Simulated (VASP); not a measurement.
# Be18H: single point with PBEsol

Be18H, a slab with vacuum:

```xyz
19
Lattice="4.5800 0.0000 0.0000 3.4350 5.9496 0.0000 0.0000 0.0000 14.5884" Properties=species:S:1:pos:R:3 pbc="T T T"
Be    0.0000    0.0000    1.0000
Be    2.2900    0.0000    1.0000
Be    1.1450    1.9832    1.0000
Be    3.4350    1.9832    1.0000
Be    2.2900    3.9664    1.0000
Be    4.5800    3.9664    1.0000
Be   -0.0075    1.3258    2.8380
Be    2.2904    1.3295    2.8652
Be    1.1451    3.3098    2.8180
Be    3.4147    3.2996    2.8426
Be    2.2843    5.2835    2.8458
Be    4.5754    5.2984    2.8281
Be   -0.0071   -0.0007    4.7105
Be    2.2765   -0.0056    4.6636
Be    1.1313    1.9811    4.6827
Be    3.3959    1.9971    4.7153
Be    2.2881    3.9765    4.6757
Be    4.5577    3.9976    4.6227
H     6.5611    2.8258    5.6110
```

The cell was built by a generator and needn't be a form met in nature.

```yaml
Program: VASP 6.6.1
Task: single point
Functional: PBEsol
Potentials_or_basis: VASP PAW PBE potentials, release 64 (Be, H)
Cutoff: 520 eV
k_mesh: 6 × 4 × 1
Occupations: gaussian, width 0.1 eV
Spin: no spin polarisation
```

* Largest force: 0.366 eV/Å
* Band gap on the k mesh: none (metal or under the smearing width)

Forces in eV/Å, atoms in the order of the input:
```
Be  -0.020  0.004 -0.099
Be   0.002  0.091 -0.032
Be   0.066 -0.060 -0.049
Be  -0.081 -0.014  0.043
Be  -0.020  0.030  0.048
Be  -0.013 -0.011  0.012
Be  -0.014  0.006  0.005
Be  -0.011 -0.003  0.004
Be  -0.001  0.005  0.017
Be  -0.019  0.012 -0.010
Be  -0.005  0.000 -0.013
Be  -0.014  0.016 -0.010
Be  -0.023  0.010  0.006
Be  -0.017 -0.008  0.010
Be  -0.028  0.028  0.017
Be  -0.044  0.041  0.054
Be  -0.032  0.025  0.004
Be  -0.035  0.018 -0.019
H    0.311 -0.191  0.012
```

Levels at points of the mesh, in eV from the Fermi level:
| k point | band 14 | band 15 | band 16 | band 17 | band 18 | band 19 | band 20 | band 21 | band 22 | band 23 |
| --- | --- | --- | --- | --- | --- | --- | --- | --- | --- | --- |
| (0.00, 0.00, 0.00) | -1.86 | -1.71 | -1.26 | -0.94 | -0.22 | -0.05 | 1.27 | 1.98 | 2.65 | 3.23 |
| (0.50, 0.00, 0.00) | -1.30 | -0.72 | -0.54 | -0.15 | 0.11 | 0.19 | 0.36 | 1.07 | 1.30 | 2.28 |
| (0.00, 0.50, 0.00) | -1.88 | -1.70 | -1.69 | -1.29 | -0.86 | -0.12 | -0.06 | 2.09 | 2.79 | 2.91 |
| (0.50, 0.50, 0.00) | -2.13 | -1.13 | -0.39 | -0.25 | -0.13 | 0.44 | 0.56 | 2.25 | 2.73 | 3.42 |

Wall time 2.6 min on 1 thread of Intel(R) Xeon(R) 6975P-C (Granite Rapids) (shared host), peak memory 0.51 GiB.

Caveat: the PAW data sets were made with another functional, which shifts forces and pressure a little.
